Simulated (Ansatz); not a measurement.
# CdTe: pressure against volume

Aim: scale the cell of CdTe up and down at fixed shape and fractional positions, and get the equilibrium volume and bulk modulus with PAW.

Program: Ansatz 0.2.0. Level of theory: DFT r²SCAN, scalar-relativistic. These are calculated values, not measurements.

## 1. The structure to begin with

It takes space group Fm-3m (No. 225, cubic). Conventional cell: a = 6.133 Å, b = 6.133 Å, c = 6.133 Å, α = 90.00°, β = 90.00°, γ = 90.00°. Around Cd (site symmetry m-3m) lie 6 Te at 3.07 Å. Around Te (site symmetry m-3m) lie 6 Cd at 3.07 Å.

Coordinates:

```
Cd Te
1.0
     0.00000    3.06656    3.06656
     3.06656    0.00000    3.06656
     3.06656    3.06656    0.00000
Cd Te
1 1
Direct
  0.00000 0.00000 0.00000
  0.50000 0.50000 0.50000
```

Structure from a Materials Project entry, not relaxed further.

Atoms are numbered in the order of the input: Cd1, Te2.

## 2. Volume × 0.9405, PAW

input.yaml

```yaml
crystal:
  lattice:
    - [0.0, 3.0044960191, 3.0044960191]
    - [3.0044960191, 0.0, 3.0044960191]
    - [3.0044960191, 3.0044960191, 0.0]
  atoms:
    - { symbol: Cd, position: [0.0, 0.0, 0.0] }
    - { symbol: Te, position: [0.5, 0.5, 0.5] }
kpoints:
  mp_grid: { grid: [10, 10, 10] }
scf:
  occupations: { method: fermi_dirac, width: 0.03 }
hamiltonian:
  xc: r2scan
  pseudopotentials: { kind: paw }
output:
  forces: true
  stress: true
  eigenvalues: true
  efg: { contact_densities: true }
```

What it wrote, shortened:

```text
Cd, Te: output.efg is read without spin–orbit coupling, which moves field gradients at and beside such atoms by some per cent and up to a factor of two; PAW files take it under magnetization.noncollinear and magnetization.spin_orbit
[...]
Pseudopotentials: kind: paw
Pseudopotential: Cd, paw, valence charge 20, recommended cutoff 500 eV (meta_gga)
Pseudopotential: Te, paw, valence charge 16, recommended cutoff 500 eV (meta_gga)
Functional definition: r2SCAN
[...]
Crystal: 2 atoms, lattice volume = 54.243 Å³
Basis set: ecut = 500 eV, 1411 PW (Γ), exchange–correlation on 128×128×128 points (64 copies of the dense FFT grid, shifted against one another)
Bands: 22, of which v1, the nominal top of the filled ones, is band 18 counted from 1 (17 counted from 0)
Symmetry: 48 space group operations
Space group: Fm-3m (ITA 225), of the structure as read, at distance tolerance 3.8e-5 Å
k-points: 47 of 1000
[...]
SCF iter   1: F=—  HF=-15263.782255 eV  |F-HF|=—  |Δ(HF+E_count)|=         —  Δρ=5.44e-3  dr2=8.75e-3  dr2_τ=1.05e-2  ethr=1.77e-3  ⟨swp⟩=6.1  Hψ=4829  notcnv=0
[...]
SCF iter   7: F=-15263.795538 eV  HF=-15263.795538 eV  |F-HF|=2.16e-9  |Δ(HF+E_count)|=   4.08e-8  Δρ=6.08e-6  dr2=3.18e-8  dr2_τ=6.71e-10  ethr=2.78e-10  ⟨swp⟩=5.3  Hψ=4166  notcnv=0
[...]
SCF converged after 7 iterations
Free energy (F): -15263.795538 eV
[...]
E sigma→0 (E₀):  -15263.794310 eV
Entropy (-TS):   -0.002454 eV (-1.227 meV/atom)
Fermi energy:    10.672390 eV
[...]
--- Forces (eV/Å), atoms counted from 1 ---
  atom   1  Cd    -0.00000000     0.00000000    -0.00000000
  atom   2  Te     0.00000000    -0.00000000    -0.00000000
[...]
--- Stress (GPa, compression-positive) ---
        2.108330       0.000000       0.000000
       -0.000000       2.108330      -0.000000
       -0.000000       0.000000       2.108330
  P = ⅓ Tr σ = 2.1083 GPa (21.083 kbar)
--- Band table (eV; the first three rows and the last of 47) ---
  k-point 0: bands = ["-94.6523", "-54.8081", "-54.8081", "-54.8081", "-26.3230", "-26.3230", "-26.3122", "-26.3122", "-26.3122", "-1.5981", "1.8803", "1.8803", "1.9234", "1.9234", "1.9234", "10.1194", "10.1194", "10.1194", "11.8494", "18.2738", "18.2738", "18.2738"]
[...]
```

Run time: 12 s. Hardware: 1 thread, shared host.

Result: pressure 2.11 GPa; no gap.

## 3. Volume × 0.97, PAW

Edit input.yaml of step 2 so:

```diff
@@ -2,5 +2,5 @@
   lattice:
-    - [0.0, 3.0044960191, 3.0044960191]
-    - [3.0044960191, 0.0, 3.0044960191]
-    - [3.0044960191, 3.0044960191, 0.0]
+    - [0.0, 3.0355864881, 3.0355864881]
+    - [3.0355864881, 0.0, 3.0355864881]
+    - [3.0355864881, 3.0355864881, 0.0]
   atoms:
```

What it wrote, shortened:

```text
Cd, Te: output.efg is read without spin–orbit coupling, which moves field gradients at and beside such atoms by some per cent and up to a factor of two; PAW files take it under magnetization.noncollinear and magnetization.spin_orbit
[...]
[... 4 set-up lines as earlier in the session ...]
[...]
Crystal: 2 atoms, lattice volume = 55.945 Å³
Basis set: ecut = 500 eV, 1411 PW (Γ), exchange–correlation on 128×128×128 points (64 copies of the dense FFT grid, shifted against one another)
Bands: 22, of which v1, the nominal top of the filled ones, is band 18 counted from 1 (17 counted from 0)
[... 2 set-up lines as earlier in the session ...]
k-points: 47 of 1000
[...]
SCF iter   1: F=—  HF=-15263.796214 eV  |F-HF|=—  |Δ(HF+E_count)|=         —  Δρ=5.43e-3  dr2=9.22e-3  dr2_τ=1.06e-2  ethr=1.77e-3  ⟨swp⟩=6.1  Hψ=4837  notcnv=0
[...]
SCF iter   7: F=-15263.807998 eV  HF=-15263.807998 eV  |F-HF|=2.81e-9  |Δ(HF+E_count)|=   4.85e-8  Δρ=7.75e-6  dr2=4.16e-8  dr2_τ=1.33e-9  ethr=2.78e-10  ⟨swp⟩=5.3  Hψ=4196  notcnv=0
[...]
SCF converged after 7 iterations
Free energy (F): -15263.807998 eV
[...]
E sigma→0 (E₀):  -15263.806716 eV
Entropy (-TS):   -0.002564 eV (-1.282 meV/atom)
Fermi energy:    10.144810 eV
[...]
--- Forces (eV/Å), atoms counted from 1 ---
  atom   1  Cd    -0.00000000     0.00000000     0.00000000
  atom   2  Te     0.00000000    -0.00000000     0.00000000
[...]
--- Stress (GPa, compression-positive) ---
        0.290196      -0.000000      -0.000000
        0.000000       0.290196       0.000000
       -0.000000      -0.000000       0.290196
  P = ⅓ Tr σ = 0.2902 GPa (2.902 kbar)
--- Band table (eV; the first three rows and the last of 47) ---
[... band rows left out ...]
[...]
```

Wall time 12 s (1 thread, shared host).

Result: pressure 0.29 GPa; no gap.

## 4. Volume × 1.03, PAW

Edit input.yaml of step 3 so:

```diff
@@ -2,5 +2,5 @@
   lattice:
-    - [0.0, 3.0355864881, 3.0355864881]
-    - [3.0355864881, 0.0, 3.0355864881]
-    - [3.0355864881, 3.0355864881, 0.0]
+    - [0.0, 3.0969279945, 3.0969279945]
+    - [3.0969279945, 0.0, 3.0969279945]
+    - [3.0969279945, 3.0969279945, 0.0]
   atoms:
```

What it wrote, shortened:

```text
Cd, Te: output.efg is read without spin–orbit coupling, which moves field gradients at and beside such atoms by some per cent and up to a factor of two; PAW files take it under magnetization.noncollinear and magnetization.spin_orbit
[...]
[... 4 set-up lines as earlier in the session ...]
[...]
Crystal: 2 atoms, lattice volume = 59.405 Å³
Basis set: ecut = 500 eV, 1459 PW (Γ), exchange–correlation on 128×128×128 points (64 copies of the dense FFT grid, shifted against one another)
Bands: 22, of which v1, the nominal top of the filled ones, is band 18 counted from 1 (17 counted from 0)
[... 1 set-up line as earlier in the session ...]
Space group: Fm-3m (ITA 225), of the structure as read, at distance tolerance 3.9e-5 Å
k-points: 47 of 1000
[...]
SCF iter   1: F=—  HF=-15263.772234 eV  |F-HF|=—  |Δ(HF+E_count)|=         —  Δρ=5.43e-3  dr2=1.06e-2  dr2_τ=1.07e-2  ethr=1.77e-3  ⟨swp⟩=6.0  Hψ=4850  notcnv=0
[...]
SCF iter   7: F=-15263.781718 eV  HF=-15263.781718 eV  |F-HF|=1.97e-8  |Δ(HF+E_count)|=   2.13e-7  Δρ=8.11e-6  dr2=6.29e-8  dr2_τ=8.27e-10  ethr=2.78e-10  ⟨swp⟩=6.0  Hψ=4421  notcnv=0
[...]
SCF converged after 7 iterations
Free energy (F): -15263.781718 eV
[...]
E sigma→0 (E₀):  -15263.780337 eV
Entropy (-TS):   -0.002762 eV (-1.381 meV/atom)
Fermi energy:    9.171591 eV
[...]
--- Forces (eV/Å), atoms counted from 1 ---
  atom   1  Cd    -0.00000000     0.00000000     0.00000000
  atom   2  Te     0.00000000    -0.00000000    -0.00000000
[...]
--- Stress (GPa, compression-positive) ---
       -2.553899       0.000000       0.000000
        0.000000      -2.553899       0.000000
        0.000000      -0.000000      -2.553899
  P = ⅓ Tr σ = -2.5539 GPa (-25.539 kbar)
--- Band table (eV; the first three rows and the last of 47) ---
[... band rows left out ...]
[...]
```

Wall time 12 s (1 thread, shared host).

Read from it: pressure -2.55 GPa; no gap.

## 5. Volume × 1.06, PAW

Edit input.yaml of step 4 so:

```diff
@@ -2,5 +2,5 @@
   lattice:
-    - [0.0, 3.0969279945, 3.0969279945]
-    - [3.0969279945, 0.0, 3.0969279945]
-    - [3.0969279945, 3.0969279945, 0.0]
+    - [0.0, 3.1267079752, 3.1267079752]
+    - [3.1267079752, 0.0, 3.1267079752]
+    - [3.1267079752, 3.1267079752, 0.0]
   atoms:
```

What it wrote, shortened:

```text
Cd, Te: output.efg is read without spin–orbit coupling, which moves field gradients at and beside such atoms by some per cent and up to a factor of two; PAW files take it under magnetization.noncollinear and magnetization.spin_orbit
[...]
[... 4 set-up lines as earlier in the session ...]
[...]
Crystal: 2 atoms, lattice volume = 61.135 Å³
Basis set: ecut = 500 eV, 1471 PW (Γ), exchange–correlation on 144×144×144 points (64 copies of the dense FFT grid, shifted against one another)
Bands: 22, of which v1, the nominal top of the filled ones, is band 18 counted from 1 (17 counted from 0)
[... 2 set-up lines as earlier in the session ...]
k-points: 47 of 1000
[...]
SCF iter   1: F=—  HF=-15263.739433 eV  |F-HF|=—  |Δ(HF+E_count)|=         —  Δρ=5.44e-3  dr2=1.15e-2  dr2_τ=1.08e-2  ethr=1.77e-3  ⟨swp⟩=6.0  Hψ=4876  notcnv=0
[...]
SCF iter   6: F=-15263.748125 eV  HF=-15263.748125 eV  |F-HF|=3.60e-8  |Δ(HF+E_count)|=   6.26e-7  Δρ=1.20e-5  dr2=7.72e-8  dr2_τ=1.41e-9  ethr=2.78e-10  ⟨swp⟩=4.1  Hψ=4824  notcnv=0
[...]
SCF converged after 6 iterations
Free energy (F): -15263.748125 eV
[...]
E sigma→0 (E₀):  -15263.746699 eV
Entropy (-TS):   -0.002852 eV (-1.426 meV/atom)
Fermi energy:    8.729041 eV
[...]
--- Forces (eV/Å), atoms counted from 1 ---
  atom   1  Cd    -0.00000000     0.00000000    -0.00000000
  atom   2  Te     0.00000000    -0.00000000     0.00000000
[...]
--- Stress (GPa, compression-positive) ---
       -3.635011       0.000000      -0.000000
       -0.000000      -3.635011       0.000000
       -0.000000       0.000000      -3.635011
  P = ⅓ Tr σ = -3.6350 GPa (-36.350 kbar)
--- Band table (eV; the first three rows and the last of 47) ---
[... band rows left out ...]
[...]
```

It took 13 s on 1 thread, shared host.

This run gives: pressure -3.64 GPa; no gap.

## 6. All volumes together

The rows at scale 1 come from earlier runs of the unscaled cell with the same settings.

| method | volume (Å³/atom) | F above the lowest (meV/atom) | pressure (GPa) |
| --- | --- | --- | --- |
| PAW | 27.122 | 6.2 | 2.11 |
| PAW | 27.972 | 0.0 | 0.29 |
| PAW | 28.837 | 2.7 | -1.26 |
| PAW | 29.703 | 13.1 | -2.55 |
| PAW | 30.568 | 29.9 | -3.64 |

## 7. Summary of results

| quantity | value |
| --- | --- |
| equilibrium volume (PAW) | 28.123 Å³/atom |
| bulk modulus (PAW) | 53 GPa |
| its pressure derivative (PAW) | 4.8 |

What this shows: A third-order Birch-Murnaghan fit to the PAW pressures puts zero pressure at 28.12 Å³/atom, -2.5 % from the given cell, with a bulk modulus of 53 GPa. No thermal or zero-point expansion is included. Spin-orbit coupling is left out, though the cell holds Te.
